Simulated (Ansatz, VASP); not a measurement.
P: VASP beside Ansatz

```
P
1.0
     0.00000    0.00000    2.44431
     4.88862    0.00000    0.00000
     0.00000    4.88862    0.00000
P
4
Direct
  0.00000 0.00000 0.00000
  0.00000 0.00000 0.50000
  0.00000 0.50000 0.00000
  0.00000 0.50000 0.50000
```

Alike in both runs: task single point; functional PBE; k mesh 8 × 4 × 4; occupations gaussian, width 0.2 eV; no spin polarisation.

```csv
,VASP,Ansatz
version,VASP 6.6.1,Ansatz 0.2.0
potentials or method,"VASP PAW PBE potentials, release 64 (P)","scalar-relativistic, plane waves, PAW"
plane-wave cutoff (eV),520,420
valence electrons in the cell,20,20
```

```csv
,VASP,Ansatz,Ansatz less VASP
gap on the k mesh at the Fermi level (eV),none,none,-
pressure (GPa),-0.3,0.0,+0.27
```

A gap of «none» marks a metal or a gap that the smearing closes.
